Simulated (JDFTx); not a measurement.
The system is Ti.

```
CELL_PARAMETERS angstrom
2.95000 0.00000 0.00000
-1.47500 2.55477 0.00000
0.00000 0.00000 4.68000
ATOMIC_POSITIONS crystal
Ti 0.66667 0.33333 0.75000
Ti 0.33333 0.66667 0.25000
```

* Program: JDFTx 1.7.0 (patched build)
* Task: relaxation of cell and atoms
* Functional: PBE
* Potentials or basis: PseudoDojo-SR-PBE-0.5-stringent with smoothed tails
* Cutoff: 1143 eV
* Density cutoff: 9143 eV
* k mesh: 5 × 5 × 3
* Occupations: fermi-dirac, width 0.05 eV
* Spin: no spin polarisation

At the start: pressure -1.6 GPa; volume 17.64 Å³/atom.

**Question.** How do energy, volume and symmetry change on relaxing?

**Answer.** Over 7 steps the energy falls by 2.6 meV/atom and the volume is 17.37 Å³/atom (-1.5 %); space group P6_3/mmc (No. 194, to 0.05 Å).

Step by step:
| step | energy change (eV) | largest force (eV/Å) | pressure (GPa) | volume (Å³) |
| --- | --- | --- | --- | --- |
| 1 | 0.0000 | 0.0000 | -1.63 | 35.27 |
| 2 | -0.0012 | 0.0000 | -1.31 | 35.16 |
| 3 | -0.0040 | 0.0000 | 0.09 | 34.72 |
| 4 | -0.0046 | 0.0000 | 0.01 | 34.74 |
| 5 | -0.0052 | 0.0000 | -0.05 | 34.76 |
| 6 | -0.0052 | 0.0000 | 0.01 | 34.74 |
| 7 | -0.0052 | 0.0000 | 0.00 | 34.74 |

Final structure:
```xyz
2
Lattice="2.9537 0.0000 0.0000 -1.4768 2.5579 0.0000 0.0000 0.0000 4.5981" Properties=species:S:1:pos:R:3 pbc="T T T"
Ti    1.4768    0.8526    3.4486
Ti    0.0000    1.7053    1.1495
```

Caveat: the k mesh is coarse (spacing up to 0.49 Å⁻¹), so the values aren't converged.
